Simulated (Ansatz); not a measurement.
Independent-particle absorption of CdF2 (Fm-3m, a = 5.444 Å, b = 5.444 Å, c = 5.444 Å, α = 90.00°, β = 90.00°, γ = 90.00°), no local fields or excitons, 0.1 eV broadening. The calculation used DFT PBE+D3(BJ), scalar-relativistic, plane waves, PAW (Ansatz).

Cutoff 420 eV; k points 8×8×8 on the computed 3-atom cell (Γ-centred); Gaussian smearing, width 0.02 eV; no spin polarisation. The spectrum is summed on a 12×12×12 mesh.

```xyz
3
Lattice="0.0000 2.7222 2.7222 2.7222 0.0000 2.7222 2.7222 2.7222 0.0000" Properties=species:S:1:pos:R:3 pbc="T T T"
Cd    0.0000    0.0000    0.0000
F     1.3611    1.3611    1.3611
F     4.0834    4.0834    4.0834
```

photon energy (eV), ε2,zz and a bar:
```
      0.0       0.00
      0.4       0.00
      0.8       0.00
      1.2       0.00
      1.6       0.00
      2.0       0.00
      2.4       0.00
      2.8       0.00
      3.2       0.00
      3.6       0.04
      4.0       0.55 ######
      4.4       0.95 ##########
      4.8       1.13 ############
      5.2       1.23 #############
      5.6       1.29 #############
      6.0       1.33 ##############
      6.4       1.35 ##############
      6.8       1.36 ##############
      7.2       1.36 ##############
      7.6       1.36 ##############
      8.0       1.02 ###########
      8.4       1.17 ############
      8.8       1.36 ##############
      9.2       1.14 ############
      9.6       1.46 ###############
     10.0       2.84 ##############################
     10.4       2.44 #########################
     10.8       1.18 ############
     11.2       0.85 #########
     11.6       1.20 #############
     12.0       2.16 #######################
     12.4       1.70 ##################
     12.8       1.56 ################
     13.2       1.96 ####################
     13.6       2.87 ##############################
     14.0       2.43 #########################
```

The strongest peak lies near 10.2 eV. ε∞ (xx, yy, zz) = 2.9, 2.9, 2.9.

Cost: 1 run of about 0.28 core-minutes, on Arm Neoverse V2 (shared hosts).